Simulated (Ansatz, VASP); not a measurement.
## Al: VASP beside Ansatz

POSCAR

```
Al
1.0
    2.7610221547      0.0000000000      0.0000000000
   -1.3805110774      2.3911153264      0.0000000000
    0.0000000000      0.0000000000      2.7761655223
Al
1
Direct
    0.0000000000      0.0000000000      0.0000000000
```

The input INCAR.step1:

```
SYSTEM = Al
PREC = Accurate
ENCUT = 600
ISMEAR = 0
SIGMA = 0.1
LREAL = .FALSE.
LASPH = .TRUE.
NELM = 100
GGA = PE
ALGO = Normal
EDIFF = 1E-4
LWAVE = .TRUE.
LCHARG = .FALSE.
```

File INCAR.step2:

```
SYSTEM = Al
PREC = Accurate
ENCUT = 600
EDIFF = 1E-6
ISMEAR = 0
SIGMA = 0.1
LREAL = .FALSE.
LASPH = .TRUE.
NELM = 100
ALGO = Normal
ISIF = 3
LWAVE = .FALSE.
LCHARG = .FALSE.
METAGGA = R2SCAN
LMIXTAU = .TRUE.
IBRION = 2
NSW = 100
EDIFFG = -0.01
ISTART = 1
```

File KPOINTS:

```
Automatic mesh
0
G
  24 24 20
  0 0 0
```

Input for Ansatz:

```yaml
crystal:
  lattice:
    - [2.7610221547, 0.0, 0.0]
    - [-1.3805110774, 2.3911153264, 0.0]
    - [0.0, 0.0, 2.7761655223]
  atoms:
    - { symbol: Al, position: [0.0, 0.0, 0.0] }
basis:
  ecutwfc: 500
kpoints:
  mp_grid: { grid: [24, 24, 20] }
hamiltonian:
  xc: r2scan
scf:
  occupations: { method: gaussian, width: 0.1 }
output:
  forces: true
  stress: true
  eigenvalues: true
relax:
  adjacent_minimum: "off"
  f_tol: 0.01
  max_steps: 80
  cell: { stress_tol: 0.05 }
```

Alike in both runs: task relaxation of cell and atoms; functional r2SCAN; k mesh 24 × 24 × 20; occupations gaussian, width 0.1 eV; no spin polarisation.

|  | VASP | Ansatz |
| --- | --- | --- |
| version | VASP 6.6.1 | Ansatz 0.2.0 |
| potentials or method | VASP PAW PBE potentials, release 64 (Al) | scalar-relativistic, plane waves, PAW |
| plane-wave cutoff (eV) | 600 | 500 |
| valence electrons in the cell | 3 | 3 |

|  | VASP | Ansatz | Ansatz less VASP |
| --- | --- | --- | --- |
| gap on the k mesh at the Fermi level, each at its own relaxed structure (eV) | none | none | - |
| relaxed volume (Å³/atom) | 18.33 | 18.38 | +0.045 |
| relaxed cell length with the largest relative difference (Å) | 2.750 | 2.753 | +0.0028 |

A gap of «none» marks a metal or a gap that the smearing closes.

Caveats: the PAW data sets were made with another functional, which shifts forces and pressure a little (VASP).
